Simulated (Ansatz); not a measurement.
## Pd: relaxation of cell and atoms with PBE

Pd:

```xyz
1
Lattice="0.0000 1.9465 1.9465 1.9465 0.0000 1.9465 1.9465 1.9465 0.0000" Properties=species:S:1:pos:R:3 pbc="T T T"
Pd    0.0000    0.0000    0.0000
```

```
Program               : Ansatz 0.2.0
Task                  : relaxation of cell and atoms
Functional            : PBE
Potentials or basis   : Ansatz PAW
Cutoff                : 420 eV (not typed: the program's choice for these potentials)
k mesh                : 12 × 12 × 12
Occupations           : fermi-dirac, width 0.05 eV
Spin                  : no spin polarisation
Target pressure (GPa) : 0
```

```
Relaxed volume                         : 15.32 Å³/atom
Relaxed cell                           : a = 2.787 Å, b = 2.787 Å, c = 2.787 Å, α = 60.00°, β = 60.00°, γ = 60.00°
Space group after relaxing (to 0.05 Å) : Fm-3m (No. 225)
Energy gained by relaxing              : 11.7 meV/atom
Ionic steps                            : 5
Pressure after relaxing                : 0.0 GPa
Band gap on the k mesh                 : none (metal or under the smearing width)
```

Step by step:
| step | energy change (eV) | largest force (eV/Å) | volume (Å³) |
| --- | --- | --- | --- |
| 1 | 0.0000 | 0.0000 | 14.75 |
| 2 | -0.0070 | 0.0000 | 15.68 |
| 3 | -0.0115 | 0.0000 | 15.34 |
| 4 | -0.0115 | 0.0000 | 15.32 |
| 5 | -0.0117 | 0.0000 | 15.32 |

Final structure:
```yaml
crystal:
  lattice:
    - [0.00000, 1.97104, 1.97104]
    - [1.97104, 0.00000, 1.97104]
    - [1.97104, 1.97104, 0.00000]
  atoms:
    - { symbol: Pd, position: [0.00000, 0.00000, 0.00000] }
```

Levels at points of the mesh, in eV from the Fermi level:
| k point | band 6 | band 7 | band 8 | band 9 | band 10 | band 11 | band 12 | band 13 |
| --- | --- | --- | --- | --- | --- | --- | --- | --- |
| (0.00, 0.00, 0.00) | -2.66 | -2.66 | -2.66 | -1.14 | -1.14 | 17.03 | 21.54 | 21.54 |
| (0.00, 0.00, -0.50) | -2.70 | -2.70 | -0.01 | -0.01 | 1.11 | 7.04 | 16.41 | 20.60 |
| (0.00, -0.50, -0.50) | -4.79 | -0.04 | 0.29 | 0.29 | 3.37 | 10.38 | 13.00 | 13.00 |

Wall time 3 s on 2 threads of Intel(R) Xeon(R) Platinum 8175M CPU @ 2.50GHz (Skylake/Cascade Lake), on a shared host, peak memory 0.34 GiB.

Caveat: the plane-wave basis is chosen anew once the cell has moved, so the energies of steps on either side of that aren't comparable. PBE usually gives volumes a little too large and moduli too small.
